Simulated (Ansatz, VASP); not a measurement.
# One calculation of CdS, two programs

```
Cd S
1.0
     0.00000    2.91387    2.91387
     2.91387    0.00000    2.91387
     2.91387    2.91387    0.00000
Cd S
1 1
Direct
  0.00000 0.00000 0.00000
  0.75000 0.75000 0.75000
```

Alike in both runs: task single point; functional PBEsol; k mesh 8 × 8 × 8; occupations gaussian, width 0.05 eV; no spin polarisation.

|  | VASP | Ansatz |
| --- | --- | --- |
| version | VASP 6.6.1 | Ansatz 0.2.0 |
| potentials or method | VASP PAW PBE potentials, release 64 (Cd, S) | scalar-relativistic, plane waves, PAW |
| plane-wave cutoff (eV) | 520 | 420 |
| valence electrons in the cell | 18 | 26 |

|  | VASP | Ansatz | Ansatz less VASP |
| --- | --- | --- | --- |
| gap on the k mesh at the Fermi level (eV) | 1.01 | 1.01 | -0.005 |
| least direct gap on the mesh (eV) | 1.01 | 1.01 | -0.005 |
| pressure (GPa) | 0.3 | -0.1 | -0.40 |

The functional is the same, so the differences come from potentials, cutoffs and numerics. The two sets of potentials don't hold the same shells in valence.

Caveats: the PAW data sets were made with another functional, which shifts forces and pressure a little (VASP).
